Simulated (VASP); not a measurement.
# AlAs (F-43m) in VASP: notebook

Aim: see how the results for AlAs move with the level of theory and the settings. Levels: PBEsol, LDA. Tasks: single point.

Program: VASP 6.6.1. These are calculated values, not measurements. Logs are shortened: lines on timing, memory, paths and dates and some standing lists are left out, and cuts for length are marked.

**1. The structure**

Symmetry: F-43m, No. 216, cubic system. The conventional cell has a = 5.661 Å, b = 5.661 Å, c = 5.661 Å, α = 90.00°, β = 90.00°, γ = 90.00°. Around Al (site symmetry -43m) lie 4 As at 2.45 Å. As (site symmetry -43m) has 4 Al at 2.45 Å as nearest neighbours.

**2. Single point, PBEsol**

INCAR reads:

```
ALGO     = Normal         # electronic algorithm
EDIFF    = 1E-6           # SCF threshold, eV
ENCUT    = 520            # plane-wave cutoff, eV
GGA      = PS             # functional
ISIF     = 2              # what is computed and relaxed
ISMEAR   = -1             # smearing method
KPAR     = 4            
LASPH    = T              # aspherical terms in the spheres
LCHARG   = F              # write CHGCAR
LREAL    = F              # projectors in reciprocal space
LWAVE    = F              # write WAVECAR
NBANDS   = 11             # bands
NELM     = 60             # most SCF steps
PREC     = Accurate       # precision mode
SIGMA    = 0.02           # smearing width, eV
```

KPOINTS reads:

```
k-points
0
Gamma
  7 7 7
```

POSCAR reads:

```
AlAs
1.0
    0.0000000000      2.8304000000      2.8304000000
    2.8304000000      0.0000000000      2.8304000000
    2.8304000000      2.8304000000      0.0000000000
Al As
1 1
Direct
    0.0000000000      0.0000000000      0.0000000000
    0.2500000000      0.2500000000      0.2500000000
```

Potentials or basis: VASP PAW PBE potentials, release 64 (Al, As).

Command:

```console
cat potpaw_PBE.64/Al/POTCAR potpaw_PBE.64/As/POTCAR > POTCAR
mpirun -np 4 vasp_std > vasp.out
```

OUTCAR:

```text
EDIFF = 1E-6
   ENCUT = 520
   GGA = PS
   ISIF = 2
   ISMEAR = -1
   LASPH = T
   LREAL = F
   NELM = 60
   PREC = Accurate

 ion  position               nearest neighbor table
   1  0.000  0.000  0.000-   2 2.45   2 2.45   2 2.45   2 2.45
   2  0.250  0.250  0.250-   1 2.45   1 2.45   1 2.45   1 2.45

  LATTYP: Found a face centered cubic cell.
 ALAT       =     5.6608000000

  Lattice vectors:

 A1 = (   0.0000000000,   2.8304000000,   2.8304000000)
 A2 = (   2.8304000000,   0.0000000000,   2.8304000000)
 A3 = (   2.8304000000,   2.8304000000,   0.0000000000)

Analysis of symmetry for initial positions (statically):
=====================================================================
 Subroutine PRICEL returns:
 Original cell was already a primitive cell.

 Routine SETGRP: Setting up the symmetry group for a
 face centered cubic supercell.

 Subroutine GETGRP returns: Found 24 space group operations
 (whereof 24 operations were pure point group operations)
 out of a pool of 48 trial point group operations.

The static configuration has the point symmetry T_d .

Analysis of symmetry for dynamics (positions and initial velocities):
=====================================================================
 Subroutine PRICEL returns:
 Original cell was already a primitive cell.

 Routine SETGRP: Setting up the symmetry group for a
 face centered cubic supercell.

 Subroutine GETGRP returns: Found 24 space group operations
 (whereof 24 operations were pure point group operations)
 out of a pool of 48 trial point group operations.

The dynamic configuration has the point symmetry T_d .

 Subroutine INISYM returns: Found 24 space group operations
 (whereof 24 operations are pure point group operations),
 and found     1 'primitive' translations

----------------------------------------------------------------------------------------

                                     Primitive cell

  volume of cell :      45.3496

  direct lattice vectors                    reciprocal lattice vectors
     0.000000000  2.830400000  2.830400000    -0.176653477  0.176653477  0.176653477
     2.830400000  0.000000000  2.830400000     0.176653477 -0.176653477  0.176653477
     2.830400000  2.830400000  0.000000000     0.176653477  0.176653477 -0.176653477

  length of vectors
     4.002790067  4.002790067  4.002790067     0.305972797  0.305972797  0.305972797
[... 82 lines left out ...]
   ISIF   =      2    stress and relaxation
   ISYM   =      2    0-nonsym 1-usesym 2-fastsym
   POTIM  = 0.5000    time-step for ionic-motion
   TEBEG  =    0.0;   TEEND  =   0.0 temperature during run
   PSTRESS=    0.0 pullay stress
   NELECT =       8.0000    total number of electrons
   NUPDOWN=      -1.0000    fix difference up-down
   EMIN   =  10.00;   EMAX   =-10.00  energy-range for DOS
   EFERMI =   0.00;   METHOD = LEGACY
   ISMEAR =    -1;   SIGMA  =   0.02  broadening in eV -4-tet -1-fermi 0-gaus
   EFERMI_NEDOS =   21; number of points for ismear=-14 and -15
   IALGO  =     38    algorithm
   IMIX   =      4    mixing-type and parameters
     AMIX     =   0.40;   BMIX     =  1.00
     AMIX_MAG =   1.60;   BMIX_MAG =  1.00
  volume/ion in A,a.u.               =      22.67       153.02
  Fermi-wavevector in a.u.,A,eV,Ry     =   0.918150  1.735052 11.469706  0.843000
  Thomas-Fermi vector in A             =   2.043199
   LORBIT       =      0    0 simple, 1 ext, 2 COOP (PROOUT), +10 PAW based schemes
   GGA     = PS    functional components
   LHFCALC =     F    Hartree Fock is set to
   AEXX    =    0.0000 exact exchange contribution
   IVDW    =     0    specifies the selected vdW correction
   LEPSILON=     F    determine dielectric tensor
   LRPA    =     F    only Hartree local field effects (RPA)
 non-spin polarized calculation
  energy-cutoff  :      520.00
  volume of cell :       45.35
 maximum number of plane-waves:      1243
 NGX is ok and might be reduce to    30
   NGX = 15   NGY = 15   NGZ = 15

 number of electron       8.0000000 magnetization

 Free energy of the ion-electron system (eV)
  ---------------------------------------------------
  ext. energy  EPLUGINS =         0.00000000
  ---------------------------------------------------
  free energy    TOTEN  =       -10.06065791 eV

  energy without entropy =      -10.06065791  energy(sigma->0) =      -10.06065791

 E-fermi :   4.2372     XC(G=0):  -9.1949

 val. band max:        3.8037292223   @ k =   0.0000   0.0000   0.0000
 cond. band min:       5.2362079413   @ k =   0.4286   0.4286   0.0000
 fundamental gap:      1.4324787190
 Fermi energy:         4.2372006793

 k-point     1 :       0.0000    0.0000    0.0000
  band No.  band energies     occupation
      1      -8.0834      2.00000
      2       3.8037      2.00000
      3       3.8037      2.00000
      4       3.8037      2.00000
      5       5.7831      0.00000
      6       8.0654      0.00000
      7       8.0654      0.00000
      8       8.0654      0.00000
      9      12.5136      0.00000
     10      12.7930      0.00000
     11      12.7930      0.00000
[... 253 lines left out ...]
 k-point    20 :      -0.2857    0.4286    0.1429
  band No.  band energies     occupation
      1      -6.1257      2.00000
      2      -1.2915      2.00000
      3       0.3781      2.00000
      4       1.4630      2.00000
      5       7.2314      0.00000
      6       9.2804      0.00000
      7      10.0847      0.00000
      8      10.5554      0.00000
      9      13.3975      0.00000
     10      14.7476      0.00000
     11      17.4376      0.00000

------------------------ aborting loop because EDIFF is reached ----------------------------------------

  FORCE on cell =-STRESS in cart. coord.  units (eV):
  Direction    XX          YY          ZZ          XY          YZ          ZX
  --------------------------------------------------------------------------------------
  -------------------------------------------------------------------------------------
  Total        0.2331860      0.2331860      0.2331860      0.0000000      0.0000000     -0.0000000
  in kB        8.2383377      8.2383377      8.2383377      0.0000000      0.0000000     -0.0000000
  external PRESSURE =       8.2383377 kB  Pullay stress =       0.0000000 kB

 VOLUME and BASIS-vectors are now :
 -----------------------------------------------------------------------------
  energy-cutoff  :      520.00
  volume of cell :       45.35
      direct lattice vectors                 reciprocal lattice vectors
     0.000000000  2.830400000  2.830400000    -0.176653477  0.176653477  0.176653477
     2.830400000  0.000000000  2.830400000     0.176653477 -0.176653477  0.176653477
     2.830400000  2.830400000  0.000000000     0.176653477  0.176653477 -0.176653477

 POSITION                                       TOTAL-FORCE (eV/Angst)
 -----------------------------------------------------------------------------------
      0.00000      0.00000      0.00000         0.000000      0.000000      0.000000
      1.41520      1.41520      1.41520        -0.000000     -0.000000     -0.000000
 -----------------------------------------------------------------------------------
    total drift:                               -0.000000     -0.000000     -0.000000

  FREE ENERGIE OF THE ION-ELECTRON SYSTEM (eV)
  ---------------------------------------------------
  free  energy   TOTEN  =       -10.0606579148 eV

  energy  without entropy=      -10.0606579148  energy(sigma->0) =      -10.06065791
```

OSZICAR:

```text
N       E                     dE             d eps       ncg     rms          rms(c)
DAV:   1     0.139665113956E+02    0.13967E+02   -0.29668E+03   440   0.542E+02
DAV:   2    -0.919907830818E+01   -0.23166E+02   -0.22403E+02   543   0.901E+01
DAV:   3    -0.103198765972E+02   -0.11208E+01   -0.11189E+01   546   0.192E+01
DAV:   4    -0.103297049630E+02   -0.98284E-02   -0.98278E-02   497   0.212E+00
DAV:   5    -0.103298883382E+02   -0.18338E-03   -0.18337E-03   557   0.293E-01    0.327E+00
DAV:   6    -0.101097512251E+02    0.22014E+00   -0.35155E-01   484   0.212E+00    0.187E+00
DAV:   7    -0.100623170262E+02    0.47434E-01   -0.17477E-01   517   0.160E+00    0.652E-01
DAV:   8    -0.100605894517E+02    0.17276E-02   -0.10880E-02   491   0.488E-01    0.917E-02
DAV:   9    -0.100606090457E+02   -0.19594E-04   -0.49186E-04   521   0.120E-01    0.440E-02
DAV:  10    -0.100606536764E+02   -0.44631E-04   -0.48234E-05   478   0.382E-02    0.979E-03
DAV:  11    -0.100606580795E+02   -0.44030E-05   -0.73812E-06   531   0.137E-02    0.512E-03
DAV:  12    -0.100606579148E+02    0.16468E-06   -0.12093E-06   302   0.485E-03
   1 F= -.10060658E+02 E0= -.10060658E+02  d E =-.306792E-11
```

stdout:

```text
POSCAR found type information on POSCAR AlAs
 POSCAR found :  2 types and       2 ions
 scaLAPACK will be used
 -----------------------------------------------------------------------------
|                                                                             |
|                                                                             |
|     You enforced a specific xc type in the INCAR file but a different       |
|     I HOPE YOU KNOW WHAT YOU ARE DOING!                                     |
|                                                                             |
 -----------------------------------------------------------------------------

 LDA part: xc-table for (Slater+PW92), standard interpolation
 POSCAR, INCAR and KPOINTS ok, starting setup
 FFT: planning ... GRIDC
 FFT: planning ... GRID_SOFT
 FFT: planning ... GRID
 WAVECAR not read
 entering main loop
```

Run time: 4.6 s. Hardware: 4 MPI ranks of Intel Xeon 6975P-C (Granite Rapids), shared host; peak memory 0.15 GiB.

Results:

* Free energy: -10.0607 eV
* Pressure: 0.8 GPa
* Band gap on the k mesh: 1.43 eV, indirect (least direct gap 1.98 eV)

Caveat: the PAW data sets were made with another functional, which shifts forces and pressure a little; an odd mesh through Γ misses points on the zone boundary, where band edges often lie.

**3. Single point, LDA**

INCAR, as its differences from that of step 2:

```diff
@@ -2,4 +2,3 @@
 EDIFF    = 1E-6           # SCF threshold, eV
-ENCUT    = 520            # plane-wave cutoff, eV
-GGA      = PS             # functional
+ENCUT    = 300            # plane-wave cutoff, eV
 ISIF     = 2              # what is computed and relaxed
```

KPOINTS reads:

```
k-points
0
Gamma
  4 4 4
```

POSCAR is that of step 2.

Potentials or basis: VASP PAW LDA potentials, release 64 (Al, As).

Command:

```console
cat potpaw_LDA.64/Al/POTCAR potpaw_LDA.64/As/POTCAR > POTCAR
mpirun -np 4 vasp_std > vasp.out
```

Run time: 1.4 s. Hardware: 4 MPI ranks of Intel Xeon 6975P-C (Granite Rapids), shared host; peak memory 0.11 GiB.

It converged, with:

```
Free energy            : -10.3872 eV
Pressure               : -0.6 GPa
Band gap on the k mesh : 1.30 eV, indirect (least direct gap 1.87 eV)
```

Levels at points of the mesh, in eV from the valence-band top:
| k point | band 2 | band 3 | band 4 | band 5 | band 6 | band 7 |
| --- | --- | --- | --- | --- | --- | --- |
| (0.00, 0.00, 0.00) | 0.00 | 0.00 | 0.00 | 1.87 | 4.21 | 4.21 |
| (0.50, 0.00, 0.00) | -5.62 | -0.83 | -0.83 | 2.00 | 4.60 | 4.60 |
| (0.50, 0.50, 0.00) | -5.47 | -2.19 | -2.19 | 1.30 | 2.17 | 10.18 |

Caveat: the k mesh is coarse (spacing up to 0.48 Å⁻¹), so the values aren't converged.
